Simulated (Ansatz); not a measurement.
**Band table of Na (sc type)**

```
Na
1.0
     3.41783    0.00000    0.00000
     0.00000    3.41783    0.00000
     0.00000    0.00000    3.41783
Na
1
Direct
  0.00000 0.00000 0.00000
```

The cell comes from a relaxation on PAW files under the same functional, begun from a prototype that needn't be the stable phase.

Level of theory: DFT with PBE, scalar-relativistic, in Ansatz 0.2.0; a Γ-centred 12×12×12 k mesh, Fermi–Dirac smearing of 0.05 eV, no spin polarisation. LAPW: all electrons, basis error target 1 meV/atom.

Path points, in fractions of the reciprocal vectors: Γ (0.000, 0.000, 0.000), X (0.000, 0.500, 0.000), M (0.500, 0.500, 0.000), R (0.500, 0.500, 0.500). The distance column jumps between branches of the path. Levels in eV from the Fermi level; bands 5 to 7, counted from the lowest band of the run. The gap is zero, the pressure -0.02 GPa.

```
# k(1/Å) point b5 b6 b7
0.000 Γ -3.14 8.18 8.18
0.131 - -3.07 7.29 8.25
0.263 - -2.86 5.94 8.43
0.394 - -2.53 4.59 8.73
0.525 - -2.06 3.32 9.15
0.657 - -1.46 2.14 9.65
0.788 - -0.74 1.07 10.17
0.919 X 0.03 0.17 10.45
1.050 - 0.10 0.24 9.96
1.182 - 0.28 0.44 8.93
1.313 - 0.59 0.78 7.55
1.444 - 1.02 1.24 6.24
1.576 - 1.57 1.82 5.05
1.707 - 2.25 2.48 4.00
1.838 M 2.95 2.95 3.17
2.024 - 1.55 3.06 3.65
2.210 - 0.16 3.41 4.06
2.395 - -1.00 4.00 4.71
2.581 - -1.93 4.82 5.57
2.767 - -2.60 5.87 6.61
2.953 - -3.00 7.14 7.65
3.138 Γ -3.14 8.18 8.18
3.366 - -2.93 7.20 7.20
3.593 - -2.33 6.11 6.11
3.821 - -1.33 5.36 5.36
4.048 - 0.03 4.95 4.95
4.275 - 1.75 4.90 4.90
4.503 - 3.76 5.20 5.20
4.730 R 5.81 5.81 5.81
4.916 - 4.44 4.61 5.94
5.102 - 3.10 3.37 6.33
5.287 - 2.00 2.27 6.87
5.473 - 1.14 1.37 7.62
5.659 - 0.52 0.71 8.58
5.845 - 0.16 0.31 9.69
6.030 X 0.03 0.17 10.45
7.330 R 5.81 5.81 5.81
7.461 - 5.08 5.08 5.39
7.593 - 4.42 4.42 4.75
7.724 - 3.89 3.89 4.19
7.855 - 3.48 3.48 3.75
7.987 - 3.18 3.18 3.43
8.118 - 3.00 3.00 3.23
8.249 M 2.95 2.95 3.17
```
